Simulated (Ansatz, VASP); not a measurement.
## BN: VASP beside Ansatz

The input INCAR:

```
SYSTEM = BN
PREC = Accurate
ENCUT = 520
EDIFF = 1E-8
ISMEAR = -1
SIGMA = 0.03
LREAL = .FALSE.
LASPH = .TRUE.
NELM = 100
ALGO = Normal
ISIF = 2
LWAVE = .FALSE.
LCHARG = .FALSE.
GGA = PE
LEFG = .TRUE.
NBANDS = 11
```

File KPOINTS:

```
Automatic mesh
0
G
  13 13 13
  0 0 0
```

POSCAR

```
BN
1.0
    0.0000000000      1.8014548043      1.8014548043
    1.8014548043      0.0000000000      1.8014548043
    1.8014548043      1.8014548043      0.0000000000
B N
1 1
Direct
    0.0000000000      0.0000000000      0.0000000000
    0.7500000000      0.7500000000      0.7500000000
```

Input for Ansatz:

```yaml
crystal:
  lattice:
    - [0.0, 1.8014548043, 1.8014548043]
    - [1.8014548043, 0.0, 1.8014548043]
    - [1.8014548043, 1.8014548043, 0.0]
  atoms:
    - { symbol: B, position: [0.0, 0.0, 0.0] }
    - { symbol: "N", position: [0.75, 0.75, 0.75] }
kpoints:
  mp_grid: { grid: [13, 13, 13] }
scf:
  occupations: { method: fermi_dirac, width: 0.03 }
hamiltonian:
  xc: pbe
  pseudopotentials: { kind: paw }
output:
  forces: true
  stress: true
  eigenvalues: true
  efg: { contact_densities: true }
```

Change from the starting cell: volume scaled by 0.99, PAW files.

Alike in both runs: task electric field gradients; functional PBE; k mesh 13 × 13 × 13; occupations fermi-dirac, width 0.03 eV; no spin polarisation.

```csv
,VASP,Ansatz
version,VASP 6.6.1,Ansatz 0.2.0
potentials or method,"VASP PAW PBE potentials, release 64 (B, N)","PAW with Ansatz's default frozen-core files, scalar-relativistic"
plane-wave cutoff (eV),520,420
valence electrons in the cell,8,8
```

```csv
,VASP,Ansatz,Ansatz less VASP
gap on the k mesh at the Fermi level (eV),4.55,4.56,+0.013
pressure (GPa),7.2,6.9,-0.30
Vzz of the field gradient on the site that differs most (V/Å²),0.0,0.0,0.00
```

Caveats: an odd mesh through Γ misses points on the zone boundary, where band edges often lie.
